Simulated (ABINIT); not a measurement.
# In (I4/mmm) in ABINIT: a series of runs

Runs on In. Level: PBE. Tasks: single point.

Program: ABINIT 10.8.3 (patched build). These are calculated values, not measurements. Logs are shortened: lines on timing, memory, paths and dates and some standing lists are left out, and cuts for length are marked. The log counts tension as positive stress, the text compression.

### Step 1. The cell of the first run

The structure is tetragonal, space group I4/mmm (No. 139). The conventional cell has a = 3.251 Å, b = 3.251 Å, c = 4.947 Å, α = 90.00°, β = 90.00°, γ = 90.00°. In (site symmetry 4/mmm) is surrounded by 12 In at 3.25 to 3.38 Å.

### Step 2. Single point, PBE, 26.14 Å³/atom (shear strain of 0 %)

Contents of run.abi:

```
pp_dirpath "./"
pseudos "In.GGA_PBE-JTH.xml"

acell 3.376906444 3.376906444 3.376906444 Angstrom
rprim
    -0.4813488401     0.4813488401     0.7325343598
     0.4813488401    -0.4813488401     0.7325343598
     0.4813488401     0.4813488401    -0.7325343598
ntypat 1
znucl 49
natom 1
typat 1
xred
     0.0000000000     0.0000000000     0.0000000000

ecut 22.0
pawecutdg 44.0
pawxcdev 0

kptopt 1
ngkpt 11 11 11
nshiftk 1
shiftk 0.0 0.0 0.0

ixc 11

nband 11
occopt 3
tsmear 0.00183747

nstep 100
tolvrs 1.0e-9

iomode 3
prtwf 0
prtden 0
prteig 0
prtebands 0
```

Potentials or basis: JTH PAW PBE v2.0.

Run with:

```console
> abinit run.abi > log 2>&1
```

run.abo:

```text
.Version 10.8.3 of ABINIT
 Symmetries : space group I4/m m m (#139); Bravais tI (body-center tetrag.)
================================================================================
 Values of the parameters that define the memory need of the present run
     intxc =       0    ionmov =       0      iscf =      17    lmnmax =      18
     lnmax =       6     mgfft =      30  mpssoang =       3    mqgrid =    3001
     natom =       1  nloc_mem =       2    nspden =       1   nspinor =       1
    nsppol =       1      nsym =      16    n1xccc =       1    ntypat =       1
    occopt =       3   xclevel =       2
       mpw =         894          nfft =       27000          nkpt =         126
 PAW method is used; the additional fine FFT grid is defined by:
   mgfftf=        40    nfftf =     64000
================================================================================
================================================================================

--------------------------------------------------------------------------------
------------- Echo of variables that govern the present computation ------------
--------------------------------------------------------------------------------
 -outvars: echo values of preprocessed input variables --------
            acell      6.3814283320E+00  6.3814283320E+00  6.3814283320E+00 Bohr
              amu      1.14820000E+02
             ecut      2.20000000E+01 Hartree
                       outvar_i_n : Printing only first  50 k-points.
              ixc          11
                       outvar_i_n : Printing only first  50 k-points.
         kptrlatt       11    0    0      0   11    0      0    0   11
          kptrlen      6.75772488E+01
            natom           1
            nband          11
            ngfft          30      30      30
          ngfftdg          40      40      40
             nkpt         126
            nstep         100
             nsym          16
           ntypat           1
                       prtocc : prtvol=0, do not print more k-points.
           occopt           3
        pawecutdg      4.40000000E+01 Hartree
         pawxcdev           0
           prtden           0
        prtebands           0
           prteig           0
            prtwf           0
            rprim     -4.8134884010E-01  4.8134884010E-01  7.3253435980E-01
                       4.8134884010E-01 -4.8134884010E-01  7.3253435980E-01
                       4.8134884010E-01  4.8134884010E-01 -7.3253435980E-01
          spgroup         139
           tolvrs      1.00000000E-09
           tsmear      1.83747000E-03 Hartree
            typat      1
           useylm           1
                       outvars : Printing only first  50 k-points.
            znucl       49.00000

================================================================================

 chkinp: Checking input parameters for consistency.

================================================================================
== DATASET  1 ==================================================================

--- !DatasetInfo
iteration_state: {dtset: 1, }
dimensions: {natom: 1, nkpt: 126, mband: 11, nsppol: 1, nspinor: 1, nspden: 1, mpw: 894, }
cutoff_energies: {ecut:  22.0, pawecutdg:  44.0, }
electrons: {nelect:   1.30000000E+01, charge:   0.00000000E+00, occopt:   3.00000000E+00, tsmear:   1.83747000E-03, }
meta: {optdriver: 0, ionmov: 0, optcell: 0, iscf: 17, paral_kgb: 0, }
...

 Exchange-correlation functional for the present dataset will be:
  GGA: Perdew-Burke-Ernzerhof functional - ixc=11
  J.P.Perdew, K.Burke, M.Ernzerhof, PRL 77, 3865 (1996)

 Real(R)+Recip(G) space primitive vectors, cartesian coordinates (Bohr,Bohr^-1):
 R(1)= -3.0716931  3.0716931  4.6746155  G(1)=  0.0000000  0.1627767  0.1069607
 R(2)=  3.0716931 -3.0716931  4.6746155  G(2)=  0.1627767  0.0000000  0.1069607
 R(3)=  3.0716931  3.0716931 -4.6746155  G(3)=  0.1627767  0.1627767  0.0000000
 Unit cell volume ucvol=  1.7642557E+02 bohr^3
 Angles (23,13,12)=  1.22452932E+02  1.22452932E+02  8.58014374E+01 degrees

 Coarse grid specifications (used for wave-functions):

 getcut: wavevector=  0.0000  0.0000  0.0000  ngfft=  30  30  30
         ecut(hartree)=     22.000   => boxcut(ratio)=   2.22657

 getcut : COMMENT -
  Note that boxcut > 2.2 ; recall that boxcut=Gcut(box)/Gcut(sphere) = 2
  is sufficient for exact treatment of convolution.
  Such a large boxcut is a waste : you could raise ecut
  e.g. ecut=   27.266864 Hartrees makes boxcut=2

 Fine grid specifications (used for densities):

 getcut: wavevector=  0.0000  0.0000  0.0000  ngfft=  40  40  40
         ecut(hartree)=     44.000   => boxcut(ratio)=   2.09994

--- Pseudopotential description ------------------------------------------------
- pspini: atom type   1  psp file is ./In.GGA_PBE-JTH.xml
 Pseudopotential format is: paw10
 basis_size (lnmax)=  6 (lmn_size= 18), orbitals=   0   0   1   1   2   2
 Spheres core radius: rc_sph= 2.50644782
 Shapefunction is BESSEL type: shapef(r,l)=aa(1,l)*jl(q(1,l)*r)+aa(2,l)*jl(q(2,l)*r)
 Radius for shape functions =  1.40569481
 Compensation charge density is not taken into account in XC energy/potential

   3.33414307E+02                                ecore*ucvol(ha*bohr**3)
--------------------------------------------------------------------------------

================================================================================

--- !BeginCycle
iteration_state: {dtset: 1, }
solver: {iscf: 17, nstep: 100, nline: 4, wfoptalg: 10, }
tolerances: {tolvrs: 1.00E-09, }
...

     iter   Etot(hartree)      deltaE(h)  residm     nres2
 ETOT  1  -58.009605837859    -5.801E+01 3.036E-01 8.233E-01
 ETOT  2  -58.038644627006    -2.904E-02 6.636E-03 3.201E-01
 ETOT  3  -58.038636260321     8.367E-06 1.340E-03 8.655E-02
 ETOT  4  -58.038641352644    -5.092E-06 7.817E-04 1.269E-03
 ETOT  5  -58.038640949205     4.034E-07 1.943E-04 2.978E-05
 ETOT  6  -58.038640964413    -1.521E-08 3.930E-04 1.610E-07
 ETOT  7  -58.038640965158    -7.449E-10 4.403E-04 1.386E-08
 ETOT  8  -58.038640965146     1.216E-11 1.860E-04 3.463E-10

 At SCF step    8       nres2   =  3.46E-10 < tolvrs=  1.00E-09 =>converged.

 Cartesian components of stress tensor (hartree/bohr^3)
  sigma(1 1)= -7.27332292E-05  sigma(3 2)=  0.00000000E+00
  sigma(2 2)= -7.27332292E-05  sigma(3 1)=  0.00000000E+00
  sigma(3 3)= -5.55942690E-05  sigma(2 1)=  0.00000000E+00

--- !ResultsGS
iteration_state: {dtset: 1, }
comment   : Summary of ground state results
lattice_vectors:
- [ -3.0716931,   3.0716931,   4.6746155, ]
- [  3.0716931,  -3.0716931,   4.6746155, ]
- [  3.0716931,   3.0716931,  -4.6746155, ]
lattice_lengths: [   6.38143,    6.38143,    6.38143, ]
lattice_angles: [122.453, 122.453,  85.801, ] # degrees, (23, 13, 12)
lattice_volume:   1.7642557E+02
convergence: {deltae:  1.216E-11, res2:  3.463E-10, residm:  1.860E-04, diffor: null, }
etotal    :  -5.80386410E+01
entropy   :   0.00000000E+00
fermie    :   2.17062639E-01
cartesian_stress_tensor: # hartree/bohr^3
- [ -7.27332292E-05,   0.00000000E+00,   0.00000000E+00, ]
- [  0.00000000E+00,  -7.27332292E-05,   0.00000000E+00, ]
- [  0.00000000E+00,   0.00000000E+00,  -5.55942690E-05, ]
pressure_GPa:   1.9718E+00
xred      :
- [  0.0000E+00,   0.0000E+00,   0.0000E+00, In]
cartesian_forces: # hartree/bohr
- [ -0.00000000E+00,  -0.00000000E+00,  -0.00000000E+00, ]
force_length_stats: {min:   0.00000000E+00, max:   0.00000000E+00, mean:   0.00000000E+00, }
...

 Integrated electronic density in atomic spheres:
 ------------------------------------------------
 Atom  Sphere_radius  Integrated_density
    1        2.50645         11.11974180

================================================================================

 ----iterations are completed or convergence reached----

 Mean square residual over all n,k,spin=   47.410E-08; max=  18.604E-05
 reduced coordinates (array xred) for    1 atoms
       0.000000000000      0.000000000000      0.000000000000
 rms dE/dt=  0.0000E+00; max dE/dt=  0.0000E+00; dE/dt below (all hartree)
    1       0.000000000000      0.000000000000      0.000000000000

 cartesian coordinates (angstrom) at end:
    1      0.00000000000000     0.00000000000000     0.00000000000000

 cartesian forces (hartree/bohr) at end:
    1     -0.00000000000000    -0.00000000000000    -0.00000000000000
 frms,max,avg= 0.0000000E+00 0.0000000E+00   0.000E+00  0.000E+00  0.000E+00 h/b

 cartesian forces (eV/Angstrom) at end:
    1     -0.00000000000000    -0.00000000000000    -0.00000000000000
 frms,max,avg= 0.0000000E+00 0.0000000E+00   0.000E+00  0.000E+00  0.000E+00 e/A
 length scales=  6.381428331973  6.381428331973  6.381428331973 bohr
              =  3.376906444000  3.376906444000  3.376906444000 angstroms
 Fermi (or HOMO) energy (hartree) =   0.21706   Average Vxc (hartree)=  -0.37658
 Eigenvalues (hartree) for nkpt= 126  k points:
 kpt#   1, nband= 11, wtk=  0.00075, kpt=  0.0000  0.0000  0.0000 (reduced coord)
  -0.32464   -0.32074   -0.32074   -0.31777   -0.31399   -0.13525    0.60317    0.60317
   0.60946    0.64398    0.72996
      occupation numbers for kpt#   1
   2.00000    2.00000    2.00000    2.00000    2.00000    2.00000    0.00000    0.00000
   0.00000    0.00000    0.00000
 prteigrs : prtvol=0 or 1, do not print more k-points.

--- !EnergyTerms
iteration_state     : {dtset: 1, }
comment             : Components of total free energy in Hartree
kinetic             :  1.39681601013196E+01
hartree             :  1.90183774402085E+01
xc                  : -7.56031520567965E+00
Ewald energy        : -4.35099901025461E+01
psp_core            :  1.88982979507703E+00
local_psp           : -5.29598038766461E+01
PAW spherical_terms :  1.11152410457328E+01
internal            : -5.80385008025340E+01
'-kT*entropy'       : -1.43710195925702E-04
total_energy        : -5.80386445127299E+01
total_energy_eV     : -1.57931197302908E+03
...

--- !EnergyTermsDC
iteration_state     : {dtset: 1, }
comment             : '"Double-counting" decomposition of free energy'
band_energy         : -2.95503979519010E+00
Ewald energy        : -4.35099901025461E+01
psp_core            :  1.88982979507703E+00
xc_dc               : -2.18587185120408E+01
PAW spherical_terms :  8.39542135974971E+00
internal            : -5.80384972549502E+01
'-kT*entropy'       : -1.43710195925702E-04
total_energy_dc     : -5.80386409651462E+01
total_energy_dc_eV  : -1.57931187649441E+03
...

--- !EnergyTermsWithPAWCore
iteration_state     : {dtset: 1, }
comment             : 'Components of total free energy, including PAW core contributions'
Total energy        : -5.88172188501731E+03
Total energy DC     : -5.88172188146972E+03
Total energy (eV)   : -1.60049806004645E+05
Total energy DC (eV): -1.60049805908111E+05
...

 Cartesian components of stress tensor (hartree/bohr^3)
  sigma(1 1)= -7.27332292E-05  sigma(3 2)=  0.00000000E+00
  sigma(2 2)= -7.27332292E-05  sigma(3 1)=  0.00000000E+00
  sigma(3 3)= -5.55942690E-05  sigma(2 1)=  0.00000000E+00

-Cartesian components of stress tensor (GPa)         [Pressure=  1.9718E+00 GPa]
- sigma(1 1)= -2.13988548E+00  sigma(3 2)=  0.00000000E+00
- sigma(2 2)= -2.13988548E+00  sigma(3 1)=  0.00000000E+00
- sigma(3 3)= -1.63563986E+00  sigma(2 1)=  0.00000000E+00

== END DATASET(S) ==============================================================
================================================================================

 -outvars: echo values of variables after computation  --------
            acell      6.3814283320E+00  6.3814283320E+00  6.3814283320E+00 Bohr
           etotal     -5.8038640965E+01
            fcart     -0.0000000000E+00 -0.0000000000E+00 -0.0000000000E+00
            rprim     -4.8134884010E-01  4.8134884010E-01  7.3253435980E-01
                       4.8134884010E-01 -4.8134884010E-01  7.3253435980E-01
                       4.8134884010E-01  4.8134884010E-01 -7.3253435980E-01
           strten     -7.2733229184E-05 -7.2733229184E-05 -5.5594268959E-05
                       0.0000000000E+00  0.0000000000E+00  0.0000000000E+00
 Calculation completed.
```

It took 34 s on 1 thread of Arm Neoverse V1, shared host; peak memory 0.13 GiB.

What came out:

| Quantity | Value |
| --- | --- |
| Free energy | -1579.3119 eV |
| Pressure | 2.0 GPa |
| Band gap on the k mesh | none (metal or under the smearing width) |
| Valence electrons inside the program's atomic spheres | In 11.12 (radii [1.3264] Å) |

### Step 3. Single point, PBE, 26.13 Å³/atom (shear strain of -4 %)

Contents of run.abi:

```
pp_dirpath "./"
pseudos "In.GGA_PBE-JTH.xml"

acell 3.4083695621 3.4083695621 3.3457792271 Angstrom
rprim
    -0.4864435531     0.4864435531     0.7257722365
     0.4864435531    -0.4864435531     0.7257722365
     0.4761104938     0.4761104938    -0.7393494406
ntypat 1
znucl 49
natom 1
typat 1
xred
     0.0000000000     0.0000000000     0.0000000000
chkprim 0
chksymtnons 0
tolsym 1.0e-6

ecut 22.0
pawecutdg 44.0
pawxcdev 0

kptopt 1
ngkpt 11 11 11
nshiftk 1
shiftk 0.0 0.0 0.0

ixc 11

nband 11
occopt 3
tsmear 0.00183747

nstep 100
tolvrs 1.0e-9

iomode 3
prtwf 0
prtden 0
prteig 0
prtebands 0
```

Potentials or basis: JTH PAW PBE v2.0.

Run with:

```console
> abinit run.abi > log 2>&1
```

Wall time 55 s (1 thread of Arm Neoverse V1, shared host); peak memory 0.17 GiB.

Results (log left out):

```yaml
Free_energy: -1579.3113 eV
Pressure: 1.9 GPa
Band_gap_on_the_k_mesh: none (metal or under the smearing width)
Valence_electrons_inside_the_program's_atomic_spheres: In 11.12 (radii [1.3264] Å)
```
